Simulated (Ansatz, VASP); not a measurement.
**One calculation of Al, two programs**

The input INCAR:

```
PREC     = Accurate       # precision mode
ENCUT    = 600            # plane-wave cutoff, eV
EDIFF    = 1E-7           # SCF threshold, eV
ISMEAR   = 0              # smearing method
SIGMA    = 0.1            # smearing width, eV
LREAL    = False          # projectors in reciprocal space
LASPH    = True           # aspherical terms in the spheres
NELM     = 100            # most SCF steps
ALGO     = Fast           # electronic algorithm
ISIF     = 3              # what is computed and relaxed
LWAVE    = False          # write WAVECAR
LCHARG   = False          # write CHGCAR
GGA      = PS             # functional
IBRION   = 2              # ionic algorithm
NSW      = 100            # ionic steps
EDIFFG   = -0.005         # ionic threshold
```

Contents of KPOINTS:

```
Automatic mesh
0
Gamma
  18 18 6
```

POSCAR

```
Al
1.0
    2.8270770242      0.0000000000      0.0000000000
   -1.4135385121      2.4483205214      0.0000000000
    0.0000000000      0.0000000000      9.1859930700
Al
4
Direct
    0.0000000000      0.0000000000      0.0000000000
    0.3333333300      0.6666666700      0.2500000000
    0.0000000000      0.0000000000      0.5000000000
    0.6666666700      0.3333333300      0.7500000000
```

Input for Ansatz:

```yaml
crystal:
  lattice:
    - [2.8270770242, 0.0, 0.0]
    - [-1.4135385121, 2.4483205214, 0.0]
    - [0.0, 0.0, 9.18599307]
  atoms:
    - { symbol: Al, position: [0.0, 0.0, 0.0] }
    - { symbol: Al, position: [0.33333333, 0.66666667, 0.25] }
    - { symbol: Al, position: [0.0, 0.0, 0.5] }
    - { symbol: Al, position: [0.66666667, 0.33333333, 0.75] }
basis:
  ecutwfc: 420
kpoints:
  mp_grid: { grid: [18, 18, 6] }
hamiltonian:
  xc: pbesol
scf:
  occupations: { method: gaussian, width: 0.1 }
output:
  forces: true
  stress: true
  eigenvalues: true
relax:
  adjacent_minimum: "off"
  f_tol: 0.005
  max_steps: 80
  cell: { stress_tol: 0.05 }
```

This isn't the form of Al at room conditions, which is fcc.

Alike in both runs: task relaxation of cell and atoms; functional PBEsol; k mesh 18 × 18 × 6; occupations gaussian, width 0.1 eV; no spin polarisation.

|  | VASP | Ansatz |
| --- | --- | --- |
| version | VASP 6.6.1 | Ansatz 0.2.0 |
| potentials or method | VASP PAW PBE potentials, release 64 (Al) | scalar-relativistic, plane waves, PAW |
| plane-wave cutoff (eV) | 600 | 420 |
| valence electrons in the cell | 12 | 12 |

Ansatz gave:

| Property | Result |
| --- | --- |
| gap on the k mesh at the Fermi level, each at its own relaxed structure (eV) | none |
| relaxed volume (Å³/atom) | 16.24 |
| relaxed cell length with the largest relative difference (Å) | 2.836 |
| energy change over the relaxation (meV/atom) | -2 |

Q: What did VASP give for the same quantities?

A: gap on the k mesh at the Fermi level, each at its own relaxed structure (eV): none; relaxed volume (Å³/atom): 16.25; relaxed cell length with the largest relative difference (Å): 2.838; energy change over the relaxation (meV/atom): -2.

A gap of «none» marks a metal or a gap that the smearing closes.

Caveats: the PAW data sets were made with another functional, which shifts forces and pressure a little (VASP).
